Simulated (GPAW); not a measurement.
Crystal: Al2Cu.

```xyz
3
Lattice="4.1052 0.0000 0.0000 0.0000 4.1052 0.0000 0.0000 0.0000 2.8913" Properties=species:S:1:pos:R:3 pbc="T T T"
Cu    0.0000    0.0000    0.0000
Al    0.0000    2.0526    1.4457
Al    2.0526    0.0000    1.4457
```

The cell comes from a database or a generator and needn't be the stable form of this composition.

Base run:

* Program: GPAW 26.7.0
* Functional: LDA
* Potentials or basis: the program's PAW data sets (release 1.2.1) made for this functional
* Cutoff: 600 eV
* Basis: pw
* k mesh: 7 × 7 × 9
* Occupations: fermi-dirac, width 0.05 eV
* Spin: no spin polarisation

Its results: pressure -4.7 GPa.

Problem. The run is repeated on the same cell with these changes: functional from LDA to PBEsol; potentials or basis from the program's PAW data sets (release 1.2.1) made for this functional to PAW data sets generated in the run's folder for this functional. What comes out?

Solution. Pressure -1.8 GPa.

Caveats: with this Cu data set, volumes or pressures lay over 1.5 % or 2 GPa off other programs in two to four cells of ten.
